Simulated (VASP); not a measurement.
# SrO (Cm) in VASP: further runs

The runs below take SrO through single point, with PBEsol.

Everything below comes from runs of VASP 6.6.1. Logs are shortened: lines on timing, memory, paths and dates and some standing lists are left out, and cuts for length are marked.

### Step 1. The cell of the first run

Symmetry: Cm, No. 8, monoclinic system. The conventional cell has a = 6.154 Å, b = 3.553 Å, c = 6.217 Å, α = 90.00°, β = 90.00°, γ = 90.00°. Around Sr (site symmetry m) lie 2 O at 2.17 Å. Sr (site symmetry m) has 6 O at 2.57 Å as nearest neighbours. O (site symmetry m) is surrounded by 2 Sr at 2.17 Å. O (site symmetry m) is surrounded by 5 Sr at 2.57 to 2.74 Å.

The cell comes from a database or a generator and needn't be the stable form of this composition.

### Step 2. Single point, PBEsol (atom 1 (Sr) moved by (+0.450, -0.450) A along y and z)

The input, INCAR:

```
PREC = Accurate
ENCUT = 520
EDIFF = 1E-6
ISMEAR = 0
SIGMA = 0.05
LREAL = F
LASPH = T
NELM = 100
ALGO = Fast
ISIF = 2
LWAVE = F
LCHARG = F
GGA = PS
NBANDS = 24
```

The input, KPOINTS:

```
Automatic mesh
0
Gamma
  9 9 4
```

The input, POSCAR:

```
SrO
1.0
    3.5532880902      0.0000000000      0.0000000000
   -1.7766440451      3.0772377531      0.0000000000
    0.0000000000      0.0000000000      6.2173039800
Sr O
2 2
Direct
    0.4064508556      0.8129017112      0.1776213611
    0.6666666667      0.3333333333      0.7500000000
    0.0000000000      0.0000000000      0.0000000000
    0.0000000000      0.0000000000      0.5000000000
```

Potentials or basis: VASP PAW PBE potentials, release 64 (Sr_sv, O).

Started as:

```console
$ cat potpaw_PBE.64/Sr_sv/POTCAR potpaw_PBE.64/O/POTCAR > POTCAR
$ mpirun -np 1 vasp_std > vasp.out
```

OUTCAR:

```text
PREC = Accurate
   ENCUT = 520
   EDIFF = 1E-6
   ISMEAR = 0
   LREAL = F
   LASPH = T
   NELM = 100
   ISIF = 2
   GGA = PS

 ion  position               nearest neighbor table
   1  0.406  0.813  0.178-   3 2.17   3 2.17   3 2.73   4 2.74   4 2.74   2 3.10   4 3.21   2 3.52
                             2 3.52   2 3.90   2 4.24   2 4.24   2 4.72   2 4.72
   2  0.667  0.333  0.750-   3 2.57   4 2.57   3 2.57   4 2.57   3 2.57   4 2.57   1 3.10   1 3.52
                             1 3.52   1 3.90   1 4.24   1 4.24   1 4.72   1 4.72
   3  0.000  0.000  0.000-   1 2.17   1 2.17   2 2.57   2 2.57   2 2.57   1 2.73
   4  0.000  0.000  0.500-   2 2.57   2 2.57   2 2.57   1 2.74   1 2.74   1 3.21

  LATTYP: Found a hexagonal cell.
 ALAT       =     3.5532880902
 C/A-ratio  =     1.7497325919

  Lattice vectors:

 A1 = (   3.5532880902,   0.0000000000,   0.0000000000)
 A2 = (  -1.7766440451,   3.0772377531,   0.0000000000)
 A3 = (   0.0000000000,   0.0000000000,   6.2173039800)

Analysis of symmetry for initial positions (statically):
=====================================================================
 Subroutine PRICEL returns:
 Original cell was already a primitive cell.

 Routine SETGRP: Setting up the symmetry group for a
 hexagonal supercell.

 Subroutine GETGRP returns: Found  2 space group operations
 (whereof  2 operations were pure point group operations)
 out of a pool of 24 trial point group operations.

The static configuration has the point symmetry C_1h.

Analysis of symmetry for dynamics (positions and initial velocities):
=====================================================================
 Subroutine PRICEL returns:
 Original cell was already a primitive cell.

 Routine SETGRP: Setting up the symmetry group for a
 hexagonal supercell.

 Subroutine GETGRP returns: Found  2 space group operations
 (whereof  2 operations were pure point group operations)
 out of a pool of 24 trial point group operations.

The dynamic configuration has the point symmetry C_1h.

 Subroutine INISYM returns: Found  2 space group operations
 (whereof  2 operations are pure point group operations),
 and found     1 'primitive' translations

----------------------------------------------------------------------------------------

                                     Primitive cell

  volume of cell :      67.9819

  direct lattice vectors                    reciprocal lattice vectors
     3.553288090  0.000000000  0.000000000     0.281429475  0.162483383  0.000000000
    -1.776644045  3.077237753  0.000000000     0.000000000  0.324966766  0.000000000
     0.000000000  0.000000000  6.217303980     0.000000000  0.000000000  0.160841420

  length of vectors
     3.553288090  3.553288090  6.217303980     0.324966766  0.324966766  0.160841420

  position of ions in fractional coordinates (direct lattice)
     0.406450856  0.812901711  0.177621361
     0.666666667  0.333333333  0.750000000
     0.000000000  0.000000000  0.000000000
     0.000000000  0.000000000  0.500000000

  ion indices of the primitive-cell ions
   primitive index   ion index
                 1           1
                 2           2
                 3           3
                 4           4

----------------------------------------------------------------------------------------

 KPOINTS: Automatic mesh

Automatic generation of k-mesh.
 Grid dimensions read from file:
 generate k-points for:    9    9    4

 Generating k-lattice:

  Cartesian coordinates                     Fractional coordinates (reciprocal lattice)
     0.031269942  0.018053709  0.000000000     0.111111111 -0.000000000  0.000000000
     0.000000000  0.036107418  0.000000000     0.000000000  0.111111111  0.000000000
     0.000000000  0.000000000  0.040210355     0.000000000  0.000000000  0.250000000

  Length of vectors
     0.036107418  0.036107418  0.040210355

  Shift w.r.t. Gamma in fractional coordinates (k-lattice)
     0.000000000  0.000000000  0.000000000

 Subroutine IBZKPT returns following result:
 ===========================================

 Found     95 irreducible k-points:

 Following reciprocal coordinates:
            Coordinates               Weight
  0.000000  0.000000  0.000000      1.000000
  0.111111  0.000000  0.000000      4.000000
  0.000000  0.111111  0.000000      2.000000
  0.222222  0.000000  0.000000      4.000000
  0.000000  0.222222  0.000000      2.000000
  0.333333  0.000000  0.000000      4.000000
[... 16 lines left out ...]
 -0.222222 -0.444444  0.000000      4.000000
  0.444444  0.333333  0.000000      4.000000
 [... further k-points ...]
   k-points           NKPTS =     95   k-points in BZ     NKDIM =     95   number of bands    NBANDS=     24
   number of dos      NEDOS =    301   number of ions     NIONS =      4
   total plane-waves  NPLWV =  37632
   dimension x,y,z NGX =    28 NGY =   28 NGZ =   48
   dimension x,y,z NGXF=    56 NGYF=   56 NGZF=   96
   ions per type =               2   2
   NGX,Y,Z   is equivalent  to a cutoff of  13.10, 13.10, 12.83 a.u.
   NGXF,Y,Z  is equivalent  to a cutoff of  26.20, 26.20, 25.67 a.u.
 SYSTEM =  unknown system
   PREC   = accura    normal or accurate (medium, high low for compatibility)
   ISTART =      0    job   : 0-new  1-cont  2-samecut
   ICHARG =      2    charge: 1-file 2-atom 10-const
   ISPIN  =      1    spin polarized calculation?
   LNONCOLLINEAR =      F non collinear calculations
   LSORBIT =      F    spin-orbit coupling
   LASPH  =      T    aspherical Exc in radial PAW
   ENCUT  =  520.0 eV  38.22 Ry    6.18 a.u.   6.61  6.61 11.56*2*pi/ulx,y,z
   NELM   =    100;   NELMIN=  2; NELMDL= -5     # of ELM steps
   EDIFF  = 0.1E-05   stopping-criterion for ELM
   LREAL  =      F    real-space projection
   EDIFFG = 0.1E-04   stopping-criterion for IOM
   NSW    =      0    number of steps for IOM
   IBRION =     -1    ionic relax: 0-MD 1-quasi-New 2-CG
   NFREE  =      0    steps in history (QN), initial steepest desc. (CG)
   ISIF   =      2    stress and relaxation
   ISYM   =      2    0-nonsym 1-usesym 2-fastsym
   POTIM  = 0.5000    time-step for ionic-motion
   TEBEG  =    0.0;   TEEND  =   0.0 temperature during run
   PSTRESS=    0.0 pullay stress
   NELECT =      32.0000    total number of electrons
   NUPDOWN=      -1.0000    fix difference up-down
   EMIN   =  10.00;   EMAX   =-10.00  energy-range for DOS
   EFERMI =   0.00;   METHOD = LEGACY
   ISMEAR =     0;   SIGMA  =   0.05  broadening in eV -4-tet -1-fermi 0-gaus
   EFERMI_NEDOS =   21; number of points for ismear=-14 and -15
   IALGO  =     68    algorithm
   IMIX   =      4    mixing-type and parameters
     AMIX     =   0.40;   BMIX     =  1.00
     AMIX_MAG =   1.60;   BMIX_MAG =  1.00
  volume/ion in A,a.u.               =      17.00       114.69
  Fermi-wavevector in a.u.,A,eV,Ry     =   1.273484  2.406537 22.065419  1.621763
  Thomas-Fermi vector in A             =   2.406305
   LORBIT       =      0    0 simple, 1 ext, 2 COOP (PROOUT), +10 PAW based schemes
   GGA     = PS    functional components
   LHFCALC =     F    Hartree Fock is set to
   AEXX    =    0.0000 exact exchange contribution
   IVDW    =     0    specifies the selected vdW correction
   LEPSILON=     F    determine dielectric tensor
   LRPA    =     F    only Hartree local field effects (RPA)
 non-spin polarized calculation
 RMM-DIIS sequential band-by-band and
 Gauss-broadening in eV      SIGMA  =   0.05
  energy-cutoff  :      520.00
  volume of cell :       67.98
 maximum number of plane-waves:      1853
   NGX = 13   NGY = 13   NGZ = 23

 number of electron      32.0000014 magnetization

 Free energy of the ion-electron system (eV)
  ---------------------------------------------------
  ext. energy  EPLUGINS =         0.00000000
  ---------------------------------------------------
  free energy    TOTEN  =       -23.47707001 eV

  energy without entropy =      -23.47707001  energy(sigma->0) =      -23.47707001

 E-fermi :   2.5522     XC(G=0): -10.2165

 val. band max:        2.3441366940   @ k =   0.0000   0.0000   0.0000
 cond. band min:       4.6294897341   @ k =   0.0000   0.0000   0.0000
 fundamental gap:      2.2853530401
 Fermi energy:         2.5522288113

 k-point     1 :       0.0000    0.0000    0.0000
  band No.  band energies     occupation
      1     -31.0497      2.00000
      2     -30.8003      2.00000
      3     -15.8549      2.00000
      4     -13.3523      2.00000
      5     -12.7887      2.00000
      6     -12.7095      2.00000
[... 16 lines left out ...]
     23       9.5490      0.00000
     24      10.7229      0.00000

 k-point     2 :       0.1111    0.0000    0.0000
  band No.  band energies     occupation
      1     -31.0310      2.00000
      2     -30.7889      2.00000
      3     -15.8730      2.00000
      4     -13.6323      2.00000
      5     -12.9095      2.00000
      6     -12.7564      2.00000
[... 16 lines left out ...]
     23       9.4705      0.00000
     24      10.3195      0.00000

 k-point     3 :       0.0000    0.1111    0.0000
  band No.  band energies     occupation
      1     -31.0303      2.00000
      2     -30.7923      2.00000
      3     -15.8346      2.00000
      4     -13.4935      2.00000
      5     -12.9092      2.00000
      6     -12.7763      2.00000
[... 16 lines left out ...]
     23       9.7375      0.00000
     24      10.2112      0.00000

 k-point     4 :       0.2222    0.0000    0.0000
  band No.  band energies     occupation
      1     -30.9830      2.00000
      2     -30.7600      2.00000
      3     -15.9778      2.00000
      4     -13.9343      2.00000
      5     -13.1328      2.00000
      6     -12.9284      2.00000
[... 16 lines left out ...]
     23       9.9095      0.00000
     24      10.2985      0.00000

 k-point     5 :       0.0000    0.2222    0.0000
  band No.  band energies     occupation
      1     -30.9797      2.00000
      2     -30.7733      2.00000
      3     -15.8018      2.00000
      4     -13.7208      2.00000
      5     -13.1894      2.00000
      6     -12.8988      2.00000
[... 16 lines left out ...]
     23       9.7143      0.00000
     24      10.2869      0.00000

 k-point     6 :       0.3333    0.0000    0.0000
  band No.  band energies     occupation
      1     -30.9273      2.00000
      2     -30.7271      2.00000
      3     -16.1889      2.00000
      4     -13.9688      2.00000
      5     -13.3646      2.00000
      6     -13.0391      2.00000
[... 16 lines left out ...]
     23      10.8338      0.00000
     24      11.0556      0.00000
[... 379 lines left out ...]
 k-point    21 :      -0.4444    0.2222    0.0000
  band No.  band energies     occupation
      1     -30.9037      2.00000
      2     -30.7097      2.00000
      3     -16.3142      2.00000
      4     -13.8534      2.00000
      5     -13.5176      2.00000
      6     -13.0277      2.00000
[... 16 lines left out ...]
     23      10.5998      0.00000
     24      11.1092      0.00000

 k-point    22 :       0.3333    0.2222    0.0000
  band No.  band energies     occupation
      1     -30.8696      2.00000
      2     -30.7084      2.00000
      3     -16.2206      2.00000
      4     -13.8135      2.00000
      5     -13.4653      2.00000
      6     -13.3489      2.00000
[... 16 lines left out ...]
     23      10.7585      0.00000
     24      11.9249      0.00000

 k-point    23 :      -0.2222   -0.4444    0.0000
  band No.  band energies     occupation
      1     -30.8630      2.00000
      2     -30.7233      2.00000
      3     -16.0286      2.00000
      4     -13.7609      2.00000
      5     -13.5277      2.00000
      6     -13.4640      2.00000
[... 16 lines left out ...]
     23      10.9107      0.00000
     24      11.4857      0.00000

 k-point    24 :       0.4444    0.3333    0.0000
  band No.  band energies     occupation
      1     -30.8731      2.00000
      2     -30.6993      2.00000
      3     -16.3422      2.00000
      4     -13.7743      2.00000
      5     -13.5536      2.00000
      6     -13.2224      2.00000
[... 16 lines left out ...]
     23      10.9241      0.00000
     24      11.4070      0.00000

 [... further k-points ...]
[... 5 lines left out ...]
  --------------------------------------------------------------------------------------
  -------------------------------------------------------------------------------------
  Total        5.3917657      1.0146010      1.4485570      0.0000000     -1.9701714      0.0000000
  in kB      127.0714601     23.9118014     34.1391418      0.0000000    -46.4323882      0.0000000
  external PRESSURE =      61.7074678 kB  Pullay stress =       0.0000000 kB

 VOLUME and BASIS-vectors are now :
 -----------------------------------------------------------------------------
  energy-cutoff  :      520.00
  volume of cell :       67.98
      direct lattice vectors                 reciprocal lattice vectors
     3.553288090  0.000000000  0.000000000     0.281429475  0.162483383  0.000000000
    -1.776644045  3.077237753  0.000000000     0.000000000  0.324966766  0.000000000
     0.000000000  0.000000000  6.217303980     0.000000000  0.000000000  0.160841420

 POSITION                                       TOTAL-FORCE (eV/Angst)
 -----------------------------------------------------------------------------------
      0.00000      2.50149      1.10433        -0.000000     -1.826360      5.256161
      1.77664      1.02575      4.66298         0.000000      0.339651     -3.399574
      0.00000      0.00000      0.00000         0.000000      1.410573     -2.218004
      0.00000      0.00000      3.10865         0.000000      0.076136      0.361417
 -----------------------------------------------------------------------------------
    total drift:                               -0.000000      0.000343     -0.001135

  FREE ENERGIE OF THE ION-ELECTRON SYSTEM (eV)
  ---------------------------------------------------
  free  energy   TOTEN  =       -23.4770700109 eV

  energy  without entropy=      -23.4770700109  energy(sigma->0) =      -23.47707001
```

It took 2.6 min on 1 thread of Intel Xeon Platinum 8488C (Sapphire Rapids), shared host; peak memory 0.27 GiB.

What came out:

```
Free energy            : -23.4771 eV
Pressure               : 6.2 GPa
Largest force          : 5.564 eV/Å
Band gap on the k mesh : 2.29 eV, direct
```

Forces in eV/Å, atoms in the order of the input:
```
Sr   0.000 -1.826  5.256
Sr   0.000  0.340 -3.400
O    0.000  1.411 -2.218
O    0.000  0.076  0.361
```

Stress tensor (GPa, compression positive):
```
12.71  0.00  0.00
 0.00  2.39 -4.64
 0.00 -4.64  3.41
```

Caveat: the PAW data sets were made with another functional, which shifts forces and pressure a little; an odd mesh through Γ misses points on the zone boundary, where band edges often lie.

### Step 3. Single point, PBEsol (atom 1 (Sr) moved by (-0.450, +0.000) A along y and z)

The input, INCAR:

```
SYSTEM = SrO
PREC     = Accurate       ! precision mode
ENCUT    = 520            ! plane-wave cutoff, eV
EDIFF    = 1E-6           ! SCF threshold, eV
ISMEAR   = 0              ! smearing method
SIGMA    = 0.05           ! smearing width, eV
LREAL    = .FALSE.        ! projectors in reciprocal space
LASPH    = .TRUE.         ! aspherical terms in the spheres
NELM     = 100            ! most SCF steps
ALGO     = Fast           ! electronic algorithm
ISIF     = 2              ! what is computed and relaxed
LWAVE    = .FALSE.        ! write WAVECAR
LCHARG   = .TRUE.         ! write CHGCAR
GGA      = PS             ! functional
LELF     = .TRUE.         ! ELF
LVHAR    = .TRUE.       
NBANDS   = 24             ! bands
```

The input, KPOINTS:

```
regular mesh
0
G
  9 9 4
  0 0 0
```

POSCAR: that of step 2 with these lines changed.

```diff
@@ -8,3 +8,3 @@
 Direct
-    0.4064508556      0.8129017112      0.1776213611
+    0.2602158110      0.5204316221      0.2500000000
     0.6666666667      0.3333333333      0.7500000000
```

Potentials or basis: VASP PAW PBE potentials, release 64 (Sr_sv, O).

Started as:

```console
$ cat potpaw_PBE.64/Sr_sv/POTCAR potpaw_PBE.64/O/POTCAR > POTCAR
$ mpirun -np 1 vasp_std > vasp.out
```

Wall time 2 min (1 thread of Intel Xeon Platinum 8488C (Sapphire Rapids), shared host); peak memory 0.25 GiB.

Results (log left out):

```yaml
Free_energy: -24.4766 eV
Pressure: 2.6 GPa
Largest_force: 2.440 eV/Å
Band_gap_on_the_k_mesh: 2.79 eV, indirect (least direct gap 2.86 eV)
```

Forces in eV/Å, atoms in the order of the input:
```
Sr   0.000  2.440  0.000
Sr   0.000 -0.150  0.000
O    0.000 -1.145 -0.848
O    0.000 -1.145  0.848
```

Stress tensor (GPa, compression positive):
```
0.47 0.00 0.00
0.00 2.98 0.00
0.00 0.00 4.40
```

Levels at points of the mesh, in eV from the valence-band top:
```csv
k point,band 14,band 15,band 16,band 17,band 18,band 19
"(0.00, 0.00, 0.00)",-0.82,-0.53,0.00,2.86,4.60,5.30
"(0.00, 0.00, 0.50)",-0.94,-0.67,-0.59,4.08,4.69,5.75
```

Caveat: the PAW data sets were made with another functional, which shifts forces and pressure a little; an odd mesh through Γ misses points on the zone boundary, where band edges often lie.

### Step 4. Single point, PBEsol (atom 1 (Sr) moved by (-0.450, -0.225) A along y and z)

The input, INCAR:

```
  ALGO = Fast
  EDIFF = 1E-7
  ENCUT = 520
  GGA = PS
  ISIF = 2
  ISMEAR = 0
  LASPH = T
  LCHARG = F
  LREAL = F
  LWAVE = F
  NBANDS = 24
  NELM = 100
  PREC = Accurate
  SIGMA = 0.05
```

The input, KPOINTS:

```
k-points
0
Gamma
  9 9 4
```

POSCAR: that of step 3 with these lines changed.

```diff
@@ -8,3 +8,3 @@
 Direct
-    0.2602158110      0.5204316221      0.2500000000
+    0.2602158110      0.5204316221      0.2138106805
     0.6666666667      0.3333333333      0.7500000000
```

Started as:

```console
$ cat potpaw_PBE.64/Sr_sv/POTCAR potpaw_PBE.64/O/POTCAR > POTCAR
$ mpirun -np 1 vasp_std > vasp.out
```

It took 2.9 min on 1 thread of Intel Xeon Platinum 8488C (Sapphire Rapids), shared host; peak memory 0.28 GiB.

The run converged. Its results:

```
Free energy            : -24.1017 eV
Pressure               : 4.3 GPa
Largest force          : 4.586 eV/Å
Band gap on the k mesh : 2.66 eV, indirect (least direct gap 2.80 eV)
```

Forces on the atoms (eV/Å):
```
Sr   0.000  3.156  3.327
Sr   0.000 -0.160 -1.775
O    0.000 -2.618 -1.942
O    0.000 -0.378  0.390
```

Stress tensor (GPa, compression positive):
```
1.27 0.00 0.00
0.00 6.55 7.02
0.00 7.02 5.15
```

Levels at points of the mesh, in eV from the valence-band top:
| k point | band 12 | band 13 | band 14 | band 15 | band 16 | band 17 | band 18 | band 19 | band 20 | band 21 |
| --- | --- | --- | --- | --- | --- | --- | --- | --- | --- | --- |
| (0.00, 0.00, 0.00) | -1.71 | -1.62 | -0.28 | -0.08 | 0.00 | 2.80 | 4.46 | 5.46 | 6.42 | 6.55 |
| (0.00, 0.00, 0.50) | -1.72 | -1.69 | -1.03 | -0.20 | -0.13 | 3.97 | 4.59 | 5.81 | 6.13 | 6.83 |

Caveat: the PAW data sets were made with another functional, which shifts forces and pressure a little; an odd mesh through Γ misses points on the zone boundary, where band edges often lie.

### Step 5. The runs side by side

```tsv
cell	further INCAR settings	gap on the mesh (eV)	pressure (GPa)	largest force (eV/Å)
atom 1 (Sr) moved by (+0.450, -0.450) A along y and z	ALGO = Fast; EDIFF = 1e-06; NBANDS = 24	2.29	6.2	5.56
atom 1 (Sr) moved by (-0.450, +0.000) A along y and z	ALGO = Fast; EDIFF = 1e-06; NBANDS = 24	2.79	2.6	2.44
atom 1 (Sr) moved by (-0.450, -0.225) A along y and z	ALGO = Fast; EDIFF = 1e-07; NBANDS = 24	2.66	4.3	4.59
```

Alike in all rows: task single point; level PBEsol; potentials or basis VASP PAW PBE potentials, release 64 (Sr_sv, O); no spin polarisation; k mesh 9 × 9 × 4; cutoff (eV) 520; smearing gaussian 0.05 eV.

Caveats: the PAW data sets were made with another functional, which shifts forces and pressure a little; an odd mesh through Γ misses points on the zone boundary, where band edges often lie.

Total energies depend on the potentials used, so only differences within one code and one set of settings carry meaning.
